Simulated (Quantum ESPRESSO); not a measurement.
Cu3Au (Auricupride):

```xyz
4
Lattice="3.7400 0.0000 0.0000 0.0000 3.7400 0.0000 0.0000 0.0000 3.7400" Properties=species:S:1:pos:R:3 pbc="T T T"
Au    0.0000    0.0000    0.0000
Cu    1.8700    1.8700    0.0000
Cu    1.8700    0.0000    1.8700
Cu    0.0000    1.8700    1.8700
```

* Program: Quantum ESPRESSO 7.5
* Task: phonons
* Functional: LDA
* Potentials or basis: JTH 2.0 LDA
* Cutoff: 735 eV
* Density cutoff: 4408 eV
* k mesh: 4 × 4 × 4, shifted
* Occupations: cold, width 0.272 eV
* Spin: no spin polarisation
* Form of the LDA correlation: PW92
* Mixing beta: 0.5
* Most SCF iterations: 120
* SCF threshold: 8e-10 Ry
* Mixing ndim: 2

At Γ the optical frequencies are 104 104 104 150 150 150 200 200 200 cm⁻¹, at a pressure of -7.7 GPa.

Question: How do the modes respond when the cell is scaled evenly, at fixed shape?

Answer: The highest mode has a Grüneisen parameter of 2.88 and moves by +4.1 cm⁻¹ per GPa. None of the listed modes softens on compression. The pressures give a bulk modulus of about 141 GPa.

Frequencies at 99 % and 101 % of the volume (pressures -6.3 and -9.1 GPa), ions relaxed:
```csv
mode,99 % (cm⁻¹),101 % (cm⁻¹),Grüneisen parameter
4,107.0,101.0,2.91
5,107.0,101.0,2.91
6,107.0,101.0,2.91
7,153.5,145.4,2.70
8,153.5,145.4,2.70
9,153.5,145.4,2.70
10,206.0,194.4,2.88
11,206.0,194.4,2.88
12,206.0,194.4,2.88
```

Modes are matched by their order; those that don't vary smoothly over the three volumes are left out.

Caveat: the k mesh is coarse (spacing up to 0.42 Å⁻¹), so the values aren't converged; the mesh is thin for the phonons of a metal; the cell is more than 3 GPa from zero pressure, which shifts response properties.
